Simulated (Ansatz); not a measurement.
# Lutetium, fcc under revPBE: ground state and equation of state

Aim: take lutetium in the fcc structure, relax it, solve it on a dense k-mesh, then scale the cell to 7 volumes from 88 to 112 % of the relaxed one and try a fit of the equation of state. Spin polarisation is left out. The k-meshes are 11×11×11 for the relaxation; 18×18×18 for the dense run; 12×12×12 for the volumes.

This is Lu in the fcc structure; at room conditions it is hcp.

Computed with Ansatz 0.2.0 (DFT revPBE, plane waves (420 eV) with PAW, scalar-relativistic; the PAW data stem from PBE, with regenerated cores, unless a step says otherwise).

### Step 1. The structure to begin with

Symmetry: Fm-3m, No. 225, cubic system. Conventional cell: a = 4.905 Å, b = 4.905 Å, c = 4.905 Å, α = 90.00°, β = 90.00°, γ = 90.00°. Around Lu (site symmetry m-3m) lie 12 Lu at 3.47 Å.

As a file:

```cif
data_structure
_symmetry_space_group_name_H-M 'Fm-3m'
_symmetry_Int_Tables_number 225
_cell_length_a 4.9047
_cell_length_b 4.9047
_cell_length_c 4.9047
_cell_angle_alpha 90.000
_cell_angle_beta 90.000
_cell_angle_gamma 90.000
_cell_volume 117.99
loop_
_atom_site_label
_atom_site_type_symbol
_atom_site_symmetry_multiplicity
_atom_site_Wyckoff_symbol
_atom_site_fract_x
_atom_site_fract_y
_atom_site_fract_z
_atom_site_occupancy
Lu1 Lu 4 a 0.00000 0.00000 0.00000 1
```

### Step 2. Relaxing cell and atoms

The input, input.yaml:

```yaml
crystal:
  lattice:
    - [0.0, 2.4523337552, 2.4523337552]
    - [2.4523337552, 0.0, 2.4523337552]
    - [2.4523337552, 2.4523337552, 0.0]
  atoms:
    - { symbol: Lu, position: [0.0, 0.0, 0.0] }
hamiltonian:
  xc: revpbe
  pseudopotentials:
    kind: paw
    azcp:
      Lu: "pseudopotentials/Lu.paw.azcp"
basis:
  ecutwfc: 420
  fft_grid_basis: typed
kpoints:
  mp_grid: { grid: [11, 11, 11], shift: [0, 0, 0] }
magnetization:
  spin_polarized: false
scf:
  occupations: { method: fermi_dirac, width: 0.1 }
relax:
  max_steps: 60
  f_tol: 0.01
  cell: {}
```

Further steps of the session: The energy on a finer k-mesh; The cell scaled to 88 % of its volume; The cell scaled to 92 % of its volume; The cell scaled to 96 % of its volume; The cell scaled to 100 % of its volume; The cell scaled to 104 % of its volume; The cell scaled to 108 % of its volume; The cell scaled to 112 % of its volume.

Q: Predict the outcome of this session. Wanted: space group; conventional cell; volume; shortest distance; gap on the mesh; relative to hcp; V₀, B₀, B₀′.

**Answer**, as computed:

```
                      quantity                         value
space group (spins left aside)               Fm-3m (No. 225)
             conventional cell                   a = 4.942 Å
                        volume                30.183 Å³/atom
             shortest distance                       3.495 Å
               gap on the mesh  none (levels filled in part)
               relative to hcp                  +45 meV/atom
                   V₀, B₀, B₀′   30.078 Å³/atom, 39 GPa, 3.2
```

**Reading.** The relaxation enlarged the cell by 2.3 % in volume. Against the reference form of lutetium (hcp, computed apart with the same settings) it stands 45 meV/atom higher. Levels at the Fermi energy are filled in part, as in a metal. The fitted modulus is 39 GPa. Relaxation kept the symmetry; phonons were not checked.
